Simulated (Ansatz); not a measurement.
Consider BaSnO3 in the cubic perovskite structure (space group Pm-3m, No. 221; a = 4.122 Å). Axes: x, y, z lie along the cube axes.

Perturbation: strain tensor (xx, yy, zz, yz, xz, xy) = (+0.24, −2.41, −1.39, +0.98, +0.15, +1.67) %; the atoms relax in the strained cell.

The values are results of PBEsol in Ansatz (plane waves to 420 eV, PAW, scalar-relativistic without spin-orbit coupling), not measurements.

Problem. Give the band edges at the high-symmetry points of the new zone, measured from its valence-band maximum.

Solution. 
```
point  valence edge (eV)  conduction edge (eV)
-----  -----------------  --------------------
Γ                  -0.38                  1.26
X                  -0.91                  5.20
Y                  -1.01                  5.33
Z                  -1.13                  5.42
R                   0.00                  5.02
T                  -0.06                  7.01
U                  -0.07                  6.99
V                  -0.12                  6.95
```

The gap is 1.26 eV, indirect, R → Γ.

Stability against distortions was not tested. k-point labels follow each cell's own Brillouin zone.

Ansatz is a program for electronic structure.
